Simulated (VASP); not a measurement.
# CsBr: single point with LDA

CsBr:

```
CELL_PARAMETERS angstrom
4.28600 0.00000 0.00000
0.00000 4.28600 0.00000
0.00000 0.00000 4.28600
ATOMIC_POSITIONS crystal
Cs 0.00000 0.00000 0.00000
Br 0.50000 0.50000 0.50000
```

- Program: VASP 6.6.1
- Task: single point
- Functional: LDA
- Potentials or basis: VASP PAW LDA potentials, release 64 (Cs_sv, Br)
- Cutoff: 520 eV
- k mesh: 4 × 4 × 4
- Occupations: gaussian, width 0.01 eV
- Spin: no spin polarisation

```yaml
Pressure: -1.6 GPa
Band_gap_on_the_k_mesh: 4.14 eV, direct
```

Levels at points of the mesh, in eV from the valence-band top:
```tsv
k point	band 5	band 6	band 7	band 8	band 9	band 10	band 11	band 12
(0.00, 0.00, 0.00)	-6.31	0.00	0.00	0.00	4.14	4.67	4.67	9.04
(0.50, 0.00, 0.00)	-6.20	-1.40	-0.23	-0.23	5.69	7.06	7.47	8.08
(0.50, 0.50, 0.00)	-6.13	-0.59	-0.59	0.00	4.99	5.26	7.07	7.07
(0.50, 0.50, 0.50)	-6.74	-1.23	-1.23	-1.23	8.17	8.17	8.17	8.91
```

It used 5.7 s of CPU time on 1 thread of Intel(R) Xeon(R) Platinum 8488C (Sapphire Rapids) (shared host), which was overloaded at the time.

Caveat: spin-orbit coupling is left out, which moves the levels of the heavy elements. A hybrid or GW would open this gap; LDA tends to underestimate it.
